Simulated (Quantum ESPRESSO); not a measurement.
Wanted: the native input for a Quantum ESPRESSO 7.5 run.

```yaml
Task: single point
Functional: PBE
Potentials_or_basis: SSSP 1.3 efficiency PBE
Cutoff: 884 eV
Density_cutoff: 10612 eV
k_mesh: 9 × 9 × 9
Occupations: fermi-dirac, width 0.05 eV
Spin: collinear spin, ferromagnetic start
Starting_moments: "[4.0, 0.0] μB"
Mixing_beta: 0.3
Most_SCF_iterations: 120
SCF_threshold: 4e-10 Ry
```

MnO:

```
CELL_PARAMETERS angstrom
0.00000 2.43651 2.43651
2.43651 0.00000 2.43651
2.43651 2.43651 0.00000
ATOMIC_POSITIONS crystal
Mn 0.00305 0.99961 0.00181
O 0.24095 0.24014 0.26978
```

The cell comes from a database or a generator and needn't be the stable form of this composition.

The cell isn't the ideal one: atoms moved at random, drawn with an rms of 0.05 Å.

The input as run:

pw.in

```
&CONTROL
  calculation = 'scf'
  prefix = 'pwscf'
  outdir = './tmp'
  pseudo_dir = './pseudo'
  tprnfor = .true.
  tstress = .true.
  disk_io = 'nowf'
/
&SYSTEM
  ibrav = 0
  nat = 2
  ntyp = 2
  ecutwfc = 65
  ecutrho = 780
  nbnd = 20
  occupations = 'smearing'
  smearing = 'fd'
  degauss = 0.00367493
  nspin = 2
  starting_magnetization(1) = 0.2667
  starting_magnetization(2) = 0
/
&ELECTRONS
  conv_thr = 4d-10
  electron_maxstep = 120
  mixing_beta = 0.3
/
ATOMIC_SPECIES
Mn    54.9380 mn_pbe_v1.5.uspp.F.UPF
O     15.9990 O.pbe-n-kjpaw_psl.0.1.UPF
CELL_PARAMETERS angstrom
   0.0000000000    2.4365134300    2.4365134300
   2.4365134300    0.0000000000    2.4365134300
   2.4365134300    2.4365134300    0.0000000000
ATOMIC_POSITIONS crystal
Mn     0.0030510000   -0.0003870000    0.0018070000
O      0.2409470000    0.2401400000    0.2697830000
K_POINTS automatic
9 9 9 0 0 0
```

Potentials or basis: SSSP 1.3 efficiency PBE.

Run with:

```console
$ OMP_NUM_THREADS=1 pw.x -in pw.in > pw.out
```

It gave:

The pressure is -4.7 GPa, the largest force is 0.209 eV/Å and the band gap on the k mesh is none (metal or under the smearing width). The net moment is 5.00 μB per cell. The absolute moment is 5.00 μB per cell. The site moments are Mn +3.98; O +0.20 μB. The valence electrons inside the program's atomic spheres are Mn 12.24; O 5.58.

Caveat: a cell with one magnetic atom can't hold antiferromagnetic order, which such compounds often take; semilocal functionals often make such compounds metallic where correlation or magnetic order opens a gap, which also shifts bond lengths.

Wall time 7.2 min on 1 thread of Arm Neoverse V2, on a shared host, peak memory 0.68 GiB.
